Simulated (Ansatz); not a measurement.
The parent structure is GeO$_{2}$ (space group P3_121, No. 152; a = 5.093 Å, c = 5.768 Å). Axes: x lies along a and z along c of the hexagonal cell.

Method: PBE (Ansatz, an electronic-structure program), without spin-orbit coupling.

It is then changed as follows: an isotropic linear strain of +0.76 %; the atoms relax in the strained cell.

**Question.** Predict the stress tensor and what it implies for the stiffness.

**Answer.** Stress of the strained cell less that of the base (GPa, compression positive):
```
  -0.77    0.00    0.00
   0.00   -0.77    0.00
   0.00    0.00   -1.03
```

Then B = −ΔP/(ΔV/V₀) with ΔV/V₀ = 0.0230 gives secant stiffness values (nonlinear terms included at this strain): B (at held cell shape, above the free-shape value) ≈ 37 GPa.

Whether these cells are dynamically stable was not tested.
